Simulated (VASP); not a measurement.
SiC, 18 atoms in the cell. The cell holds a slab with vacuum, 18 atoms: a = 3.082 Å, b = 4.358 Å, c = 27.326 Å, α = 90.00°, β = 90.00°, γ = 90.00°. 

| Property | Result |
| --- | --- |
| Program | VASP 6.6.1 |
| Task | single point |
| Functional | PBEsol |
| Potentials or basis | VASP PAW PBE potentials, release 64 (Si, C) |
| Cutoff | 520 eV |
| k mesh | 9 × 6 × 1 |
| Occupations | gaussian, width 0.03 eV |
| Spin | no spin polarisation |
| Dipole correction | yes |
| Further INCAR settings | ALGO = Normal; EDIFF = 1e-06; NBANDS = 51 |

Potentials or basis: VASP PAW PBE potentials, release 64 (Si, C).

Launch:

```bash
$ cat potpaw_PBE.64/Si/POTCAR potpaw_PBE.64/C/POTCAR > POTCAR
$ mpirun -np 1 vasp_std > vasp.out
```

Hardware: 1 × NVIDIA H100 80GB with 1 thread of AMD EPYC 7R13 Processor (Zen 3), with other jobs on the host.

Task: How long does it take, and how much memory?

Result: Run time: 6 min on 1 × NVIDIA H100 80GB with 1 thread of AMD EPYC 7R13 Processor (Zen 3), with other jobs on the host, peak memory 1.5 GiB. Counts: scf iterations 24, k points 20.
